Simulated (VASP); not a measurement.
# CuAu (P4/mmm) in VASP: notebook

The runs below take CuAu through single point, with PBE.

All numbers are computed with VASP 6.6.1; they aren't measurements. Logs are shortened: lines on timing, memory, paths and dates and some standing lists are left out, and cuts for length are marked.

## Step 1: Starting point

It takes space group P4/mmm (No. 123, tetragonal). Conventional cell: a = 2.811 Å, b = 2.811 Å, c = 3.685 Å, α = 90.00°, β = 90.00°, γ = 90.00°. Around Au (site symmetry 4/mmm) lie 8 Cu at 2.71 Å and 4 Au at 2.81 Å. Cu (site symmetry 4/mmm) has 8 Au at 2.71 Å and 4 Cu at 2.81 Å as nearest neighbours.

## Step 2: Single point, PBE

Input file INCAR:

```
SYSTEM = CuAu
ADDGRID  = .FALSE.      
ALGO     = Normal         ! electronic algorithm
EDIFF    = 1E-6           ! SCF threshold, eV
ENCUT    = 460            ! plane-wave cutoff, eV
GGA      = PE             ! functional
ISIF     = 2              ! what is computed and relaxed
ISMEAR   = 1              ! smearing method
LASPH    = .TRUE.         ! aspherical terms in the spheres
LCHARG   = .FALSE.        ! write CHGCAR
LREAL    = .FALSE.        ! projectors in reciprocal space
LWAVE    = .FALSE.        ! write WAVECAR
NBANDS   = 18             ! bands
NELM     = 100            ! most SCF steps
PREC     = Accurate       ! precision mode
SIGMA    = 0.2            ! smearing width, eV
```

Input file KPOINTS:

```
k-points
0
G
  3 3 2
  0 0 0
```

Input file POSCAR:

```
CuAu
1.0
    2.8107494552      0.0000000000      0.0000000000
    0.0000000000      2.8107494552      0.0000000000
    0.0000000000      0.0000000000      3.6850000000
Au Cu
1 1
Direct
    0.0257070000      0.0114430000     -0.0258500000
    0.4994280000      0.4658820000      0.5068750000
```

Potentials or basis: VASP PAW PBE potentials, release 64 (Au, Cu).

Run with:

```bash
cat potpaw_PBE.64/Au/POTCAR potpaw_PBE.64/Cu/POTCAR > POTCAR
mpirun -np 1 vasp_std > vasp.out
```

OUTCAR:

```text
SYSTEM = CuAu
   EDIFF = 1E-6
   ENCUT = 460
   GGA = PE
   ISIF = 2
   ISMEAR = 1
   LASPH = .TRUE.
   LREAL = .FALSE.
   NELM = 100
   PREC = Accurate

 Found     10 irreducible k-points:

 Following reciprocal coordinates:
            Coordinates               Weight
  0.000000  0.000000  0.000000      1.000000
  0.333333  0.000000  0.000000      2.000000
  0.000000  0.333333  0.000000      2.000000
  0.333333  0.333333  0.000000      2.000000
 -0.333333  0.333333  0.000000      2.000000
  0.000000  0.000000  0.500000      1.000000
   k-points           NKPTS =     10   k-points in BZ     NKDIM =     10   number of bands    NBANDS=     18
   number of dos      NEDOS =    301   number of ions     NIONS =      2
   total plane-waves  NPLWV =  11200
   dimension x,y,z NGX =    20 NGY =   20 NGZ =   28
   dimension x,y,z NGXF=    40 NGYF=   40 NGZF=   56
   ions per type =               1   1
   NGX,Y,Z   is equivalent  to a cutoff of  11.83, 11.83, 12.63 a.u.
   NGXF,Y,Z  is equivalent  to a cutoff of  23.66, 23.66, 25.26 a.u.
 SYSTEM =  CuAu
   PREC   = accura    normal or accurate (medium, high low for compatibility)
   ISTART =      0    job   : 0-new  1-cont  2-samecut
   ICHARG =      2    charge: 1-file 2-atom 10-const
   ISPIN  =      1    spin polarized calculation?
   LNONCOLLINEAR =      F non collinear calculations
   LSORBIT =      F    spin-orbit coupling
   LASPH  =      T    aspherical Exc in radial PAW
   ENCUT  =  460.0 eV  33.81 Ry    5.81 a.u.   4.92  4.92  6.44*2*pi/ulx,y,z
   NELM   =    100;   NELMIN=  2; NELMDL= -5     # of ELM steps
   EDIFF  = 0.1E-05   stopping-criterion for ELM
   LREAL  =      F    real-space projection
   EDIFFG = 0.1E-04   stopping-criterion for IOM
   NSW    =      0    number of steps for IOM
   IBRION =     -1    ionic relax: 0-MD 1-quasi-New 2-CG
   NFREE  =      0    steps in history (QN), initial steepest desc. (CG)
   ISIF   =      2    stress and relaxation
   ISYM   =      2    0-nonsym 1-usesym 2-fastsym
   POTIM  = 0.5000    time-step for ionic-motion
   TEBEG  =    0.0;   TEEND  =   0.0 temperature during run
   PSTRESS=    0.0 pullay stress
   NELECT =      22.0000    total number of electrons
   NUPDOWN=      -1.0000    fix difference up-down
   EMIN   =  10.00;   EMAX   =-10.00  energy-range for DOS
   EFERMI =   0.00;   METHOD = LEGACY
   ISMEAR =     1;   SIGMA  =   0.20  broadening in eV -4-tet -1-fermi 0-gaus
   EFERMI_NEDOS =   21; number of points for ismear=-14 and -15
   IALGO  =     38    algorithm
   IMIX   =      4    mixing-type and parameters
     AMIX     =   0.40;   BMIX     =  1.00
     AMIX_MAG =   1.60;   BMIX_MAG =  1.00
  volume/ion in A,a.u.               =      14.56        98.23
  Fermi-wavevector in a.u.,A,eV,Ry     =   1.491152  2.817868 30.253005  2.223533
  Thomas-Fermi vector in A             =   2.603843
   LORBIT       =      0    0 simple, 1 ext, 2 COOP (PROOUT), +10 PAW based schemes
   GGA     = PE    functional components
   LHFCALC =     F    Hartree Fock is set to
   AEXX    =    0.0000 exact exchange contribution
   IVDW    =     0    specifies the selected vdW correction
   LEPSILON=     F    determine dielectric tensor
   LRPA    =     F    only Hartree local field effects (RPA)
 non-spin polarized calculation
 Methfessel and Paxton  Order N= 1 SIGMA  =   0.20
  energy-cutoff  :      460.00
  volume of cell :       29.11
 maximum number of plane-waves:       662
   NGX =  9   NGY =  9   NGZ = 13

 number of electron      21.9999995 magnetization

 Free energy of the ion-electron system (eV)
  ---------------------------------------------------
  ext. energy  EPLUGINS =         0.00000000
  ---------------------------------------------------
  free energy    TOTEN  =        -7.35257669 eV

  energy without entropy =       -7.35506253  energy(sigma->0) =       -7.35340530

 E-fermi :   7.4325     XC(G=0): -12.6533

 val. band max:        7.3953485283   @ k =   0.0000   0.3333   0.5000
 cond. band min:       9.3694559015   @ k =   0.3333   0.3333   0.5000
 fundamental gap:      1.9741073732
 Fermi energy:         7.4324898055

 k-point     1 :       0.0000    0.0000    0.0000
  band No.  band energies     occupation
      1      -1.0364      2.00000
      2       2.1749      2.00000
      3       2.3168      2.00000
      4       4.6341      2.00000
      5       4.7145      2.00000
      6       5.7328      2.00000
[... 10 lines left out ...]
     17      25.4366      0.00000
     18      26.2619      0.00000

 k-point     2 :       0.3333    0.0000    0.0000
  band No.  band energies     occupation
      1       1.1036      2.00000
      2       2.9020      2.00000
      3       3.5577      2.00000
      4       3.8157      2.00000
      5       4.8717      2.00000
      6       5.1119      2.00000
[... 10 lines left out ...]
     17      23.2736      0.00000
     18      25.9270      0.00000

 k-point     3 :       0.0000    0.3333    0.0000
  band No.  band energies     occupation
      1       1.0916      2.00000
      2       2.8938      2.00000
      3       3.5825      2.00000
      4       3.8361      2.00000
      5       4.8908      2.00000
      6       5.1350      2.00000
[... 10 lines left out ...]
     17      23.3008      0.00000
     18      25.9958      0.00000

 k-point     4 :       0.3333    0.3333    0.0000
  band No.  band energies     occupation
      1       2.1525      2.00000
      2       3.0759      2.00000
      3       3.3143      2.00000
      4       3.4084      2.00000
      5       4.9376      2.00000
      6       5.5917      2.00000
[... 10 lines left out ...]
     17      22.3983      0.00000
     18      22.5528      0.00000

 k-point     5 :      -0.3333    0.3333    0.0000
  band No.  band energies     occupation
      1       2.1435      2.00000
      2       3.0718      2.00000
      3       3.2768      2.00000
      4       3.4408      2.00000
      5       4.9100      2.00000
      6       5.6803      2.00000
[... 10 lines left out ...]
     17      22.3801      0.00000
     18      22.6684      0.00000

 k-point     6 :       0.0000    0.0000    0.5000
  band No.  band energies     occupation
      1       0.8096      2.00000
      2       2.4180      2.00000
      3       2.8341      2.00000
      4       4.8693      2.00000
      5       5.0076      2.00000
      6       5.0302      2.00000
[... 10 lines left out ...]
     17      24.3046      0.00000
     18      24.6322      0.00000

 [... further k-points ...]

------------------------ aborting loop because EDIFF is reached ----------------------------------------

  FORCE on cell =-STRESS in cart. coord.  units (eV):
  Direction    XX          YY          ZZ          XY          YZ          ZX
  --------------------------------------------------------------------------------------
  -------------------------------------------------------------------------------------
  Total        0.6907180      0.5835455      1.2837539      0.1149164     -0.3939699     -0.2378552
  in kB       38.0127762     32.1146777     70.6497443      6.3242777    -21.6816287    -13.0900565
  external PRESSURE =      46.9257328 kB  Pullay stress =       0.0000000 kB

 VOLUME and BASIS-vectors are now :
 -----------------------------------------------------------------------------
  energy-cutoff  :      460.00
  volume of cell :       29.11
      direct lattice vectors                 reciprocal lattice vectors
     2.810749455  0.000000000  0.000000000     0.355776997  0.000000000  0.000000000
     0.000000000  2.810749455  0.000000000     0.000000000  0.355776997  0.000000000
     0.000000000  0.000000000  3.685000000     0.000000000  0.000000000  0.271370421

 POSITION                                       TOTAL-FORCE (eV/Angst)
 -----------------------------------------------------------------------------------
      0.07226      0.03216      3.58974        -0.315765     -0.530157      0.873766
      1.40377      1.30948      1.86783         0.315765      0.530157     -0.873766
 -----------------------------------------------------------------------------------
    total drift:                                0.000251      0.001160     -0.000930

  FREE ENERGIE OF THE ION-ELECTRON SYSTEM (eV)
  ---------------------------------------------------
  free  energy   TOTEN  =        -7.3525766932 eV

  energy  without entropy=       -7.3550625263  energy(sigma->0) =       -7.35340530
```

Wall time 7.6 s (1 thread of Intel Xeon Platinum 8375C at 2.90GHz (Ice Lake), shared host); peak memory 0.13 GiB.

These settings aren't checked as converged: the numbers below hold their error.

Results:

```yaml
Free_energy: -7.3526 eV
Pressure: 4.7 GPa
Largest_force: 1.070 eV/Å
Band_gap_on_the_k_mesh: none (metal or under the smearing width)
```

Caveat: the k mesh is coarse (spacing up to 0.85 Å⁻¹), so the values aren't converged.

## Step 3: Single point, PBE

INCAR, as its differences from that of step 2:

```diff
@@ -4,3 +4,3 @@
 EDIFF    = 1E-6           ! SCF threshold, eV
-ENCUT    = 460            ! plane-wave cutoff, eV
+ENCUT    = 520            ! plane-wave cutoff, eV
 GGA      = PE             ! functional
```

KPOINTS is that of step 2.

Input file POSCAR:

```
CuAu
1.0
    2.8107494552      0.0000000000      0.0000000000
    0.0000000000      2.8107494552      0.0000000000
    0.0000000000      0.0000000000      3.6850000000
Au Cu
1 1
Direct
    0.0000000000      0.0000000000      0.0000000000
    0.5000000000      0.5000000000      0.5000000000
```

Potentials or basis: VASP PAW PBE potentials, release 64 (Au, Cu).

Run with:

```bash
cat potpaw_PBE.64/Au/POTCAR potpaw_PBE.64/Cu/POTCAR > POTCAR
mpirun -np 1 vasp_std > vasp.out
```

Run time: 6.7 s. Hardware: 1 thread of Intel Xeon Platinum 8375C at 2.90GHz (Ice Lake), shared host; peak memory 0.14 GiB.

The run converged, but some of its settings lie outside the range that counts as converged, so its numbers aren't taken as properties of the crystal.

What came out:

```yaml
Free_energy: -7.4466 eV
Pressure: 2.6 GPa
Band_gap_on_the_k_mesh: none (metal or under the smearing width)
```

Caveat: the k mesh is coarse (spacing up to 0.85 Å⁻¹), so the values aren't converged.

## Step 4: For comparison

An earlier run on the cell as given: functional PBEsol; potentials or basis VASP PAW PBE potentials, release 64 (Au, Cu); cutoff 520 eV; k mesh 9 × 9 × 7; occupations fermi-dirac, width 0.05 eV; no spin polarisation.

- Pressure: -3.9 GPa
- Band gap on the k mesh: none (metal or under the smearing width)
